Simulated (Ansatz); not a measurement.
# TiGe2As4 monolayer in a perpendicular field

What dipole does a perpendicular field induce in the TiGe2As4 monolayer? A positive field points along +c.

Method: plane-wave DFT, PBE-D3(BJ), Ansatz PAW (set soft_1); PAW set soft_1, in Ansatz 0.2.0.

### 1. Starting point

The cell holds 7 atoms: 4 As, 2 Ge and 1 Ti. Its edges and angles: a = 3.730 Å, b = 3.730 Å, c = 49.615 Å, α = 90.0°, β = 90.0°, γ = 120.0°. Vacuum lies along c.

As a file:

```cif
data_structure
_symmetry_space_group_name_H-M 'P 1'
_symmetry_Int_Tables_number 1
_cell_length_a 3.7300
_cell_length_b 3.7300
_cell_length_c 49.6152
_cell_angle_alpha 90.000
_cell_angle_beta 90.000
_cell_angle_gamma 120.000
_cell_volume 597.81
loop_
_atom_site_label
_atom_site_type_symbol
_atom_site_fract_x
_atom_site_fract_y
_atom_site_fract_z
_atom_site_occupancy
As1 As 0.00000 0.00000 0.40613 1
Ge2 Ge 0.33333 0.66667 0.42352 1
As3 As 0.33333 0.66667 0.47028 1
Ti4 Ti 0.00000 0.00000 0.50000 1
As5 As 0.33333 0.66667 0.52972 1
Ge6 Ge 0.33333 0.66667 0.57648 1
As7 As 0.00000 0.00000 0.59387 1
```

### 2. Relaxing the slab

The starting cell is a guess, so the in-plane lattice and the atoms are relaxed first, with the slab cut off from its images along the normal.

File input.yaml:

```yaml
crystal:
  lattice:
    - [3.73, 0.0, 0.0]
    - [-1.865, 3.2302747561, 0.0]
    - [0.0, 0.0, 49.6152118803]
  atoms:
    - { symbol: As, position: [0.0, 0.0, 0.4061254449] }
    - { symbol: Ge, position: [0.3333333333, 0.6666666667, 0.4235192767] }
    - { symbol: As, position: [0.3333333333, 0.6666666667, 0.4702791294] }
    - { symbol: Ti, position: [0.0, 0.0, 0.5] }
    - { symbol: As, position: [0.3333333333, 0.6666666667, 0.5297208706] }
    - { symbol: Ge, position: [0.3333333333, 0.6666666667, 0.5764807233] }
    - { symbol: As, position: [0.0, 0.0, 0.5938745551] }
  periodic: [true, true, false]
kpoints:
  mp_grid: { grid: [12, 12, 1] }
hamiltonian:
  xc: pbe
  dispersion: d3bj
  pseudopotentials: { kind: paw, azcp: { folder: soft_1 } }
scf:
  occupations: { method: fermi_dirac, width: 0.05 }
  convergence: { dr2_threshold: 1.0e-09 }
relax:
  f_tol: 0.004
  max_steps: 90
  cell: {}
output:
  write_potential: true
  write_density: true
  volumetric_format: npy
```

Started as:

```sh
ansatz run input.yaml --threads 4 --pin off --max-ram 6144MiB --backend cpu --events-out ev --progress --plain --runs-dir out
```

Numbers of over 12 decimals in the logs are rounded to 6 here.

Log:

```text
Warning: relax.cell: scf.convergence.dr2_threshold = 1e-9 eV is looser than the 1.87628621054e-10 eV advised for a relaxation that steers and ends on the stress (1e-10 eV for each atom of the cell: 7, times the square of relax.cell.stress_2d_tol = 0.05 N/m over 19.3 Å (the atoms' height at the walk's start and 5 Å past either face), 2.589e-2 GPa, over a crystal's default 0.05). What an SCF threshold leaves in a stress goes as its square root, and in the free energy as the threshold itself, and one threshold admits the most on a small cell: [figures from the program's tests cut] Set scf.convergence.dr2_threshold to 1.87628621054e-10 eV or tighter. [rest of the remark cut]
Engine: ansatz 0.2.0, aarch64-unknown-linux-gnu
Pseudopotentials: kind: paw
Pseudopotential: As, paw, valence charge 15, recommended cutoff 420 eV (normal), soft_1/As.paw.azcp
Pseudopotential: Ge, paw, valence charge 14, recommended cutoff 420 eV (normal), soft_1/Ge.paw.azcp
Pseudopotential: Ti, paw, valence charge 12, recommended cutoff 420 eV (normal), soft_1/Ti.paw.azcp
Functional definition: PBE
  parameter kappa = 0.804
  parameter beta = 0.066725
  exchange = pbe_x(kappa = kappa, mu = beta*pi^2/3)
  correlation = pbe_c(beta = beta)
Crystal: 7 atoms, lattice volume = 597.810 Å³
Basis set: ecut = 420 eV, 11733 PW (Γ), exchange–correlation on 50×50×720 points (8 copies of the dense FFT grid, shifted against one another)
Bands: 60, of which v1, the nominal top of the filled ones, is band 50 counted from 1 (49 counted from 0)
Symmetry: 12 space group operations
Space group: P-6m2 (ITA 187), of the structure as read, at distance tolerance 8.4e-5 Å
k-points: 19 of 144 (time reversal used)
Non-local potential: As, projectors of the file, l = 0: 2, l = 1: 2, l = 2: 3, l = 3: 1
Non-local potential: Ge, projectors of the file, l = 0: 2, l = 1: 2, l = 2: 3, l = 3: 1
Non-local potential: Ti, projectors of the file, l = 0: 3, l = 1: 2, l = 2: 3, l = 3: 1
PAW form: soft (Blöchl's): semilocal exchange-correlation on the pseudo side does not see the compensation charge
PAW one-centre angular grid: As, 590 points (default); XC on 64 Gauss nodes
PAW one-centre angular grid: Ge, 590 points (default); XC on 64 Gauss nodes
PAW one-centre angular grid: Ti, 590 points (default); XC on 64 Gauss nodes
Initial density: superposition of atomic densities (neutral atoms: chi_scale 0, normalization atom)
Initial wavefunctions: pseudopotential atomic-orbital guess
Functional: x = pbe(κ = 0.804, μ = 0.219515), c = pbe(β = 0.066725)
SCF iter   1: F=—  HF=-30517.616135 eV  |F-HF|=—  |Δ(HF+E_count)|=         —  Δρ=1.98e-2  dr2=5.74e0  ethr=3.10e-3  ⟨swp⟩=10.4  Hψ=5387  notcnv=0  defer=12
preconditioner: auto → LDOS  [metal: Δε(μ)=0.046 eV  Ē_g=8.241 eV  σ=0.050 eV  W_gap=0.22  n_scr=84 (ndim 8)  ℏωp=8.6 eV  f_vac=0.734  D(μ)=2.54/eV (n_scr^D=12)  β→1.0]
SCF iter   2: F=—  HF=-30516.997633 eV  |F-HF|=—  |Δ(HF+E_count)|=   6.19e-1  Δρ=8.43e-3  dr2=9.55e-1  ethr=3.10e-3  ⟨swp⟩=4.5  Hψ=2430  notcnv=0  defer=44
SCF iter   3: F=—  HF=-30516.963580 eV  |F-HF|=—  |Δ(HF+E_count)|=   3.41e-2  Δρ=5.21e-3  dr2=9.26e-1  ethr=9.55e-4  ⟨swp⟩=4.5  Hψ=2649  notcnv=0  defer=51
SCF iter   4: F=—  HF=-30516.766059 eV  |F-HF|=—  |Δ(HF+E_count)|=   1.98e-1  Δρ=1.41e-3  dr2=3.16e-2  ethr=9.26e-4  ⟨swp⟩=4.2  Hψ=1808  notcnv=0  defer=51
SCF iter   5: F=—  HF=-30516.760890 eV  |F-HF|=—  |Δ(HF+E_count)|=   5.17e-3  Δρ=4.50e-4  dr2=9.85e-4  ethr=3.16e-5  ⟨swp⟩=3.4  Hψ=2220  notcnv=0  defer=44
SCF iter   6: F=—  HF=-30516.761666 eV  |F-HF|=—  |Δ(HF+E_count)|=   7.76e-4  Δρ=1.78e-4  dr2=3.60e-4  ethr=9.85e-7  ⟨swp⟩=3.3  Hψ=2222  notcnv=0  defer=44
SCF iter   7: F=—  HF=-30516.761728 eV  |F-HF|=—  |Δ(HF+E_count)|=   6.17e-5  Δρ=5.08e-5  dr2=2.05e-5  ethr=3.60e-7  ⟨swp⟩=2.6  Hψ=1460  notcnv=0  defer=44
SCF iter   8: F=—  HF=-30516.761720 eV  |F-HF|=—  |Δ(HF+E_count)|=   8.24e-6  Δρ=1.05e-5  dr2=5.50e-7  ethr=2.05e-8  ⟨swp⟩=3.4  Hψ=2138  notcnv=0  defer=44
SCF iter   9: F=—  HF=-30516.761743 eV  |F-HF|=—  |Δ(HF+E_count)|=   2.32e-5  Δρ=3.82e-6  dr2=9.70e-8  ethr=5.50e-10  ⟨swp⟩=2.9  Hψ=2275  notcnv=0  defer=44
SCF iter  10: F=—  HF=-30516.761743 eV  |F-HF|=—  |Δ(HF+E_count)|=   2.36e-7  Δρ=9.44e-7  dr2=6.25e-9  ethr=9.70e-11  ⟨swp⟩=3.7  Hψ=2125  notcnv=0  defer=44
SCF iter  11: F=-30516.761743 eV  HF=-30516.761743 eV  |F-HF|=5.48e-9  |Δ(HF+E_count)|=   2.75e-8  Δρ=3.30e-7  dr2=9.15e-10  ethr=1.00e-12  ⟨swp⟩=11.6  Hψ=8308  notcnv=0
SCF 1 converged in 11 iterations: F = -30516.761743 eV  dr2 = 9.15e-10
  greatest PAW one-centre occupation: 0.999 electrons in one spin orbital (limit 2), on the As atom at site 0 (counted from 0), in its partial waves of l = 2
relax step   1: F+E_penalty+E_count = -30516.76174326 eV  Δ(F+E_penalty+E_count) = +0.000e0 eV  max|allowed force component| = 2.849e0 eV/Å  Δτ_max = 0.0000 Å  P = +6.372 N/m  Ω = 597.810 Å³  fix = [c, alpha, beta]  reactions: c +0.000 N/m  (11 SCF iters, accepted)
Crystal: 7 atoms, lattice volume = 597.190 Å³
Initial density: handed on by an earlier stage of this run
Initial wavefunctions: those handed on with the density
iter 1 solved again at ethr=2.37e-4 eV; its pass at ethr=3.10e-3 eV (dr2=2.37e-1 eV) is discarded
SCF iter   1: F=—  HF=-30517.688109 eV  |F-HF|=—  |Δ(HF+E_count)|=         —  Δρ=5.79e-3  dr2=2.40e-1  ethr=2.37e-4  ⟨swp⟩=3.5  Hψ=5850  notcnv=0
preconditioner: auto → LDOS  [metal: Δε(μ)=0.029 eV  Ē_g=7.937 eV  σ=0.050 eV  W_gap=0.15  n_scr=84 (ndim 8)  ℏωp=8.6 eV  f_vac=0.731  D(μ)=0.97/eV (n_scr^D=8)  β→1.0]
SCF iter   2: F=—  HF=-30517.689147 eV  |F-HF|=—  |Δ(HF+E_count)|=   1.04e-3  Δρ=4.25e-3  dr2=2.28e-1  ethr=2.37e-4  ⟨swp⟩=5.8  Hψ=2854  notcnv=0
SCF iter   3: F=—  HF=-30517.639809 eV  |F-HF|=—  |Δ(HF+E_count)|=   4.93e-2  Δρ=1.61e-3  dr2=3.63e-2  ethr=2.28e-4  ⟨swp⟩=4.3  Hψ=2141  notcnv=0  defer=64
SCF iter   4: F=—  HF=-30517.634661 eV  |F-HF|=—  |Δ(HF+E_count)|=   5.15e-3  Δρ=2.95e-4  dr2=2.49e-3  ethr=3.63e-5  ⟨swp⟩=2.9  Hψ=1659  notcnv=0  defer=64
SCF iter   5: F=—  HF=-30517.634319 eV  |F-HF|=—  |Δ(HF+E_count)|=   3.43e-4  Δρ=1.48e-4  dr2=5.12e-4  ethr=2.49e-6  ⟨swp⟩=3.3  Hψ=1866  notcnv=0  defer=64
SCF iter   6: F=—  HF=-30517.634293 eV  |F-HF|=—  |Δ(HF+E_count)|=   2.57e-5  Δρ=6.24e-5  dr2=7.39e-5  ethr=5.12e-7  ⟨swp⟩=2.2  Hψ=1293  notcnv=0  defer=64
SCF iter   7: F=—  HF=-30517.634289 eV  |F-HF|=—  |Δ(HF+E_count)|=   3.78e-6  Δρ=1.74e-5  dr2=3.51e-6  ethr=7.39e-8  ⟨swp⟩=3.2  Hψ=1749  notcnv=0  defer=64
SCF iter   8: F=—  HF=-30517.634304 eV  |F-HF|=—  |Δ(HF+E_count)|=   1.48e-5  Δρ=5.02e-6  dr2=3.59e-7  ethr=3.51e-9  ⟨swp⟩=3.1  Hψ=2184  notcnv=0  defer=64
[...]
SCF iter   9: F=—  HF=-30517.747273 eV  |F-HF|=—  |Δ(HF+E_count)|=   3.50e-8  Δρ=6.00e-7  dr2=2.15e-9  ethr=3.30e-11  ⟨swp⟩=3.1  Hψ=1999  notcnv=0  defer=4
SCF iter  10: F=-30517.747273 eV  HF=-30517.747273 eV  |F-HF|=1.40e-9  |Δ(HF+E_count)|=   5.63e-9  Δρ=2.03e-7  dr2=2.64e-10  ethr=1.00e-12  ⟨swp⟩=10.4  Hψ=7557  notcnv=0
SCF 3 converged in 10 iterations: F = -30517.747273 eV  dr2 = 2.64e-10
relax step   3: F+E_penalty+E_count = -30517.74727282 eV  Δ(F+E_penalty+E_count) = -1.130e-1 eV  max|allowed force component| = 2.311e-1 eV/Å  Δτ_max = 0.1946 Å  P = +0.652 N/m  Ω = 592.402 Å³  energy of the carried Pulay correction = +3.366e-4 eV  fix = [c, alpha, beta]  reactions: c +0.000 N/m  (10 SCF iters, accepted)
[...]
relax step   4: F+E_penalty+E_count = -30517.75457001 eV  Δ(F+E_penalty+E_count) = -7.297e-3 eV  max|allowed force component| = 8.026e-2 eV/Å  Δτ_max = 0.0208 Å  P = +0.242 N/m  Ω = 597.333 Å³  energy of the carried Pulay correction = +2.957e-5 eV  fix = [c, alpha, beta]  reactions: c +0.000 N/m  (8 SCF iters, accepted)
[...]
relax step   5: F+E_penalty+E_count = -30517.75529860 eV  Δ(F+E_penalty+E_count) = -7.286e-4 eV  max|allowed force component| = 5.319e-3 eV/Å  Δτ_max = 0.0061 Å  P = +0.006 N/m  Ω = 599.458 Å³  energy of the carried Pulay correction = -1.020e-4 eV  fix = [c, alpha, beta]  reactions: c +0.000 N/m  (8 SCF iters, accepted)
[...]
relax step   6: F+E_penalty+E_count = -30517.75530194 eV  Δ(F+E_penalty+E_count) = -3.332e-6 eV  max|allowed force component| = 8.345e-3 eV/Å  Δτ_max = 0.0035 Å  P = +0.010 N/m  Ω = 599.320 Å³  energy of the carried Pulay correction = -9.342e-5 eV  fix = [c, alpha, beta]  (7 SCF iters, rejected (line search))
[...]
relax step   7: F+E_penalty+E_count = -30517.75531028 eV  Δ(F+E_penalty+E_count) = -1.167e-5 eV  max|allowed force component| = 3.645e-4 eV/Å  Δτ_max = 0.0017 Å  P = -0.001 N/m  Ω = 599.449 Å³  energy of the carried Pulay correction = -1.014e-4 eV  fix = [c, alpha, beta]  reactions: c -0.000 N/m  (6 SCF iters, accepted)
Initial wavefunctions: pseudopotential atomic-orbital guess (no wavefunctions were taken with the density)
iter 1 solved again at ethr=5.39e-7 eV; its pass at ethr=3.10e-3 eV (dr2=5.39e-4 eV) is discarded
SCF iter   1: F=—  HF=-30517.755085 eV  |F-HF|=—  |Δ(HF+E_count)|=         —  Δρ=1.18e-5  dr2=4.33e-8  ethr=5.39e-7  ⟨swp⟩=5.8  Hψ=8986  notcnv=0
eigensolver tolerance schedule: the retry pair's looser diagonalisation over-reported the residual by 12444.31 of it (diagonalisation noise at an unbounded share of the residual, at the tolerance the schedule requests for it); recorded, not acted on — ethr = c·dr2/N_el stays at c = 1.0e-1
SCF iter   2: F=—  HF=-30517.755396 eV  |F-HF|=—  |Δ(HF+E_count)|=   3.11e-4  Δρ=3.22e-6  dr2=7.54e-8  ethr=4.33e-11  ⟨swp⟩=5.5  Hψ=3964  notcnv=0
SCF iter   3: F=—  HF=-30517.755396 eV  |F-HF|=—  |Δ(HF+E_count)|=   1.48e-8  Δρ=1.13e-6  dr2=3.39e-8  ethr=4.33e-11  ⟨swp⟩=2.2  Hψ=2004  notcnv=0
SCF iter   4: F=—  HF=-30517.755394 eV  |F-HF|=—  |Δ(HF+E_count)|=   2.33e-6  Δρ=8.04e-7  dr2=8.47e-9  ethr=3.39e-11  ⟨swp⟩=3.0  Hψ=1538  notcnv=0
SCF iter   5: F=-30517.755396 eV  HF=-30517.755396 eV  |F-HF|=1.16e-7  |Δ(HF+E_count)|=   2.21e-6  Δρ=2.72e-7  dr2=6.59e-10  ethr=1.00e-12  ⟨swp⟩=13.6  Hψ=8926  notcnv=0
SCF 8 converged in 5 iterations: F = -30517.755396 eV  dr2 = 6.59e-10
relax step   8: F+E_penalty+E_count = -30517.75539589 eV  Δ(F+E_penalty+E_count) = -8.561e-5 eV  max|allowed force component| = 3.767e-4 eV/Å  Δτ_max = 0.0000 Å  P = -0.007 N/m  Ω = 599.449 Å³  fix = [c, alpha, beta]  reactions: c -0.000 N/m  stress off target by 7.33e-3 N/m on what of the cell is left free  SCF on the basis re-selected at this cell (its energy is not comparable with the rows above)  (5 SCF iters)
basis re-selected at this cell: Δ(F+E_penalty+E_count) = -8.561e-5 eV, ΔP = -0.006 N/m vs the last step (what re-selecting the basis moved, of the pressure what is left beyond the Pulay correction that the steps carried, after the strain that the cell walked since its last selection, with what the two solves' SCF thresholds leave and, on support functions, any second-order correction that the steps lacked; it is no m [...]
WARN: The input density's exchange-correlation potential varies sharply where the density is thin. Do not read a vacuum level from v_tot or v_xc, or from such a field of the output density. On a cell that repeats whose density bears no net charge and no dipole along the vacuum's axis use v_es (v_loc + v_h of the components); under efield.dipole_correction with no amplitude use v_es + v_field, which holds any external [...]
SCF converged after 5 iterations
Free energy (F): -30517.755396 eV
Harris-Foulkes:  -30517.755396 eV  (|F-HF|=1.16e-7)
Internal energy: -30517.745642 eV  (E = F + TS)
E sigma→0 (E₀):  -30517.750519 eV
Entropy (-TS):   -0.009754 eV (-1.393 meV/atom)
Fermi energy:    -5.050503 eV
--- Per-component energies (eV) ---
  E_band       = -2866.460384
  E_kinetic    = 854.830932
  E_local      = -636558.698416  (includes V_loc(G=0)·N_el)
  E_nonlocal   = -1076.097698
  E_hartree    = 317844.386771
  E_xc         = -540.576606
  E_vxc        = -569.871668  (∫ρ·V_xc dr)
  E_paw        = -13122.465979  (= ΣΔE_a)
  E_vpaw       = -1205.388967  (= ΣTr[D̂ρ^β])
  E_aug_tail   = -0.000077  (compensation charges beyond the density's cutoff)
  E_ewald      = 302083.169751
  E_disp       = -2.294319  (pairwise vdW)
  E_smearing   = -0.009754  (= −TS)
  E_closure    = 0.000000  (closes the sum)
  Σ components = -30517.755396   (vs F -30517.755396, Δ=0.00e0)
--- Forces (eV/Å), atoms counted from 1 ---
  atom   1  As     0.00000000    -0.00000000     0.00037674
  atom   2  Ge    -0.00000000    -0.00000000    -0.00000790
  atom   3  As    -0.00000000    -0.00000000     0.00027740
  atom   4  Ti    -0.00000000    -0.00000000    -0.00000000
  atom   5  As    -0.00000000    -0.00000000    -0.00027740
  atom   6  Ge    -0.00000000    -0.00000000     0.00000790
  atom   7  As     0.00000000     0.00000000    -0.00037674
  max |Σ_I F_I| component: 2.35e-16 eV/Å
--- 2D stress c σ (N/m, compression-positive) ---
       -0.007325      -0.000000       0.000000
       -0.000000      -0.007325       0.000000
        0.000000       0.000000      -0.000000
  P = ½ c Tr σ = -0.0073 N/m
--- Band table (eV; the first three rows and the last of 19) ---
  k-point 0: bands = [... 46 lower, -5.3610, -5.3610, -4.9993, -4.9993, -4.3227, -3.3033, -3.1816, -2.1712, ... 6 higher]
  k-point 1: bands = [... 46 lower, -5.6658, -5.5292, -5.1642, -5.1078, -4.2341, -2.7707, -2.7486, -2.2925, ... 6 higher]
  k-point 2: bands = [... 46 lower, -5.8453, -5.8112, -5.5130, -5.3635, -4.3293, -2.9332, -2.9218, -2.2798, ... 6 higher]
  k-point 18: bands = [... 46 lower, -7.3086, -7.3058, -6.4410, -5.7424, -4.1870, -3.7890, -3.6739, -3.0058, ... 6 higher]
  the weakly bound empty levels are not read free of the cell's end (no_gap_told)
--- Relaxed structure (7 steps of the walk, 6 accepted, 1 SCFs on fresh bases) ---
  F+E_penalty+E_count = -30517.75539589 eV   max|allowed force component| = 3.767e-4 eV/Å   (the final SCF, on the basis selected at the relaxed cell)
  cell:  # Å, volume = 599.4489 Å³
    - [3.735110, 2.836397402808542e-19, 0]
    - [-1.867555, 3.234700, 0]
    - [0, 0, 49.6152118803]
  atoms:
    - { symbol: As, position: [1.2398597569923446e-17, -5.135725556199064e-17, 0.398710] }
    - { symbol: Ge, position: [0.333333, 0.666667, 0.422019] }
    - { symbol: As, position: [0.333333, 0.666667, 0.470984] }
    - { symbol: Ti, position: [1.0573552618554962e-17, -5.135725556199064e-17, 0.5] }
    - { symbol: As, position: [0.333333, 0.666667, 0.529016] }
    - { symbol: Ge, position: [0.333333, 0.666667, 0.577981] }
    - { symbol: As, position: [8.748507667186534e-18, -5.135725556199064e-17, 0.601290] }
```

Run time: 2.7 min. Hardware: 4 threads of Arm Neoverse V1, shared host; peak memory 1.4 GiB.

Step by step:

| step | energy less that of the first step (eV) | largest force component (eV/Å) | volume (Å³) |
| --- | --- | --- | --- |
| 1 | 0.0000 | 2.8487 | 597.81 |
| 2 | -0.8726 | 0.6027 | 597.19 |
| 3 | -0.9855 | 0.2311 | 592.40 |
| 4 | -0.9928 | 0.0803 | 597.33 |
| 5 | -0.9936 | 0.0053 | 599.46 |
| 6 | -0.9936 | 0.0083 | 599.32 |
| 7 | -0.9936 | 0.0004 | 599.45 |
| 8* | -0.9937 | 0.0004 | 599.45 |

Relaxation steps marked * repeat the geometry before them on a plane-wave basis chosen anew for their cell, so energy and pressure can jump there. Relaxation step 6 was tried and not accepted.

Forces are held to the 12 operations that the run works with; a distortion that breaks them can't arise in this run.

| cell as run | before | after | change |
| --- | --- | --- | --- |
| a (Å) | 3.730 | 3.735 | +0.1 % |
| b (Å) | 3.730 | 3.735 | +0.1 % |

The atoms that moved most (Å, along periodic axes as changes of fractional coordinates times the final cell, across vacuum about the mean position):

| atom | dx | dy | dz | length |
| --- | --- | --- | --- | --- |
| As1 | 0.000 | 0.000 | -0.368 | 0.368 |
| As7 | 0.000 | 0.000 | 0.368 | 0.368 |
| Ge6 | 0.000 | 0.000 | 0.074 | 0.074 |
| Ge2 | 0.000 | 0.000 | -0.074 | 0.074 |
| As5 | 0.000 | 0.000 | -0.035 | 0.035 |
| As3 | 0.000 | 0.000 | 0.035 | 0.035 |

Numbers from this step:

```yaml
energy_at_zero_smearing: -30517.7505 eV
```

The lattice constant a goes from 3.730 to 3.735 Å.

(Part 1 of 2 ends here.)

[Logs are printed without paths, hosts, clocks, repeated set-up lines and the standing remarks that a program may print on its own settings, such as how far it seeks lower states.]

[Hosts, paths, dates, database ids (printed as entryN), source tags and the programs' standing remarks are cut or masked in the printed files.]

[Maps of the electrostatic potential energy from Ansatz leave out the sawtooth potential of an applied field or a dipole correction, so their vacuum need not be flat; planar profiles and work functions include it.]
